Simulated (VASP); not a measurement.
PtS2, 3 atoms in the cell. The structure is trigonal, space group P-3m1 (No. 164). Conventional cell: a = 3.543 Å, b = 3.543 Å, c = 5.039 Å, α = 90.00°, β = 90.00°, γ = 120.00°. Pt (site symmetry -3m) has 6 S at 2.34 Å as nearest neighbours. S (site symmetry 3m) is surrounded by 3 Pt at 2.34 Å. 

* Program: VASP 6.6.1
* Task: relaxation of cell and atoms
* Functional: PBE
* Dispersion: D3(BJ)
* Potentials or basis: VASP PAW PBE potentials, release 64 (Pt, S)
* Cutoff: 600 eV
* k mesh: 9 × 9 × 5
* Occupations: gaussian, width 0.03 eV
* Spin: no spin polarisation
* Further INCAR settings: ALGO = Normal; EDIFF = 1e-06; IBRION = 2; EDIFFG = -0.01; NSW = 90; ISIF = 3

Potentials or basis: VASP PAW PBE potentials, release 64 (Pt, S).

Run with:

```console
$ cat potpaw_PBE.64/Pt/POTCAR potpaw_PBE.64/S/POTCAR > POTCAR
$ mpirun -np 2 vasp_std > vasp.out
```

Hardware: 2 MPI ranks on Intel(R) Xeon(R) 6975P-C (Granite Rapids), on a shared host.

**Question.** Estimate the wall time of this run.

**Answer.** It took 2 min on 2 MPI ranks on Intel(R) Xeon(R) 6975P-C (Granite Rapids), on a shared host, peak memory 0.22 GiB a rank. Counts: scf iterations 140, k points 50, ion steps 19.
